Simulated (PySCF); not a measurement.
**Structure elucidation problem**

The spectra below were simulated for a compound C₅H₆.

¹H NMR (600 MHz, computed): δ 5.77 (m, 1H), 5.68 (m, 1H), 2.78 (s, 1H), 1.96 (s, 3H).

¹³C{¹H} NMR (computed): δ 140.6 (C), 135.1 (CH2), 91.0 (C), 87.5 (CH), 27.4 (CH3).

[PySCF 2.14: geometry from PBE0-D3(BJ)/def2-TZVP; σ from GIAO-PBE0/pcSseg-2; no solvent model; a single conformation; fast rotation and ring inversion assumed for equivalent nuclei; no relativistic terms]

δ = σ(ref) − σ, references computed at the same level: TMS for ¹H (σ = 31.52 ppm) and ¹³C (σ = 186.03 ppm).

**Question.** Which candidate is it?
A. C1=CCC=C1
B. C1=C[C@H]2C[C@@H]12
C. C#CC(=C)C
D. C#C/C=C/C
E. C#CC1CC1

**Answer.** C. 

- The formula gives 3 degrees of unsaturation (no ring in the answer).
- 5 carbon signals for 5 carbons: no two carbons are equivalent.
- Carbon types of the structure: 2 × C, 1 × CH, 1 × CH2, 1 × CH3, which accounts for all hydrogens.
- δC 140.6: fully substituted alkene carbon; as expected for a trigonal carbon in a double bond.
- δC 135.1: terminal =CH2 carbon; as expected for a trigonal carbon in a double bond.
- δC 91.0: alkyne carbon; the triple bond shields along its axis, which puts it between sp3 and sp2 carbons.
- δC 87.5: terminal alkyne carbon; the triple bond shields along its axis, which puts it between sp3 and sp2 carbons.
- δH 5.77, 5.68: hydrogen on a terminal =CH2 carbon; a vinylic proton, deshielded by the sp2 carbon and the C=C anisotropy.

The others: C#C/C=C/C has carbons computed at 156.8, 120.7, 88.6, 86.1, 22.5, with a different DEPT pattern; C1=C[C@H]2C[C@@H]12 would give 3 carbon signals, not 5; C#CC1CC1 would give 4 carbon signals, not 5; C1=CCC=C1 would give 3 carbon signals, not 5.

Shifts are as computed. Against solution values, carbons near 30 ppm lie about +3 ppm off and those near 130 ppm about +9 ppm. Of 1211 compounds with measured shifts, 218 miss one by over three times the rms of a fit or turn the order of signals round; such compounds aren't used in these exercises. Multiplicities follow the n + 1 count of equivalent neighbours, as no J values were calculated; m marks all less simple cases, F and P coupling included.
